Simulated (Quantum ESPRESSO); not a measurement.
Runs of Quantum ESPRESSO 7.5 on Ta2N. The structure is trigonal, space group P-3m1 (No. 164). The conventional cell has a = 3.113 Å, b = 3.113 Å, c = 4.870 Å, α = 90.00°, β = 90.00°, γ = 120.00°. Around Ta (site symmetry 3m) lie 3 N at 2.18 Å. Around N (site symmetry -3m) lie 6 Ta at 2.18 Å. The cell comes from a database or a generator and needn't be the stable form of this composition.

```csv
task,level,potentials or basis,U,cutoff (eV),hubbard projectors,mixing beta,form of the LDA correlation,gap on the mesh (eV),pressure (GPa),V0 of scaled cells (Å³/atom),B0 (GPa),largest force (eV/Å)
single point,PBEsol+U,GBRV 1.5 PBEsol,Ta d U = 4 eV,762,atomic,0.3,-,none,-15.5,-,-,0.33
single point,PBEsol,GBRV 1.5 PBEsol,-,762,atomic,0.5,-,none,-9.1,-,-,0.27
single point,PBEsol+U,GBRV 1.5 PBEsol,Ta d U = 8 eV,762,atomic,0.3,-,none,-21.9,-,-,0.44
single point,PBEsol+U,GBRV 1.5 PBEsol,Ta d U = 1 eV,762,atomic,0.3,-,none,-10.7,-,-,0.29
single point,PBEsol+U,GBRV 1.5 PBEsol,Ta d U = 2 eV,762,atomic,0.3,-,none,-12.3,-,-,0.30
equation of state,PBE,SSSP 1.3 efficiency PBE,-,816,-,0.5,-,-,-,(a),282,-
single point,PBE,SSSP 1.3 efficiency PBE,-,816,-,0.5,-,none,-1.5,-,-,-
equation of state,LDA,GBRV 1.5 LDA,-,762,-,0.5,PZ81,-,-,12.96,(b),-
```

Alike in all rows: no spin polarisation; cell as given; k mesh 10 × 10 × 6; smearing fermi-dirac 0.05 eV.

Problem. Fill in the values left out.

Solution. (a) 13.56; (b) 318.

Caveats: U without spin polarisation on a metal has little footing (some runs); the cell was scaled at fixed shape and fractional positions, which overstates the stiffness of a crystal with free parameters, most of all of layers and chains (some runs).

A k mesh can miss the band edges, and the runs leave out spin-orbit coupling on Ta.

A gap of «none» marks a metal or a gap under the smearing width.

Not every run made on this cell is shown here.
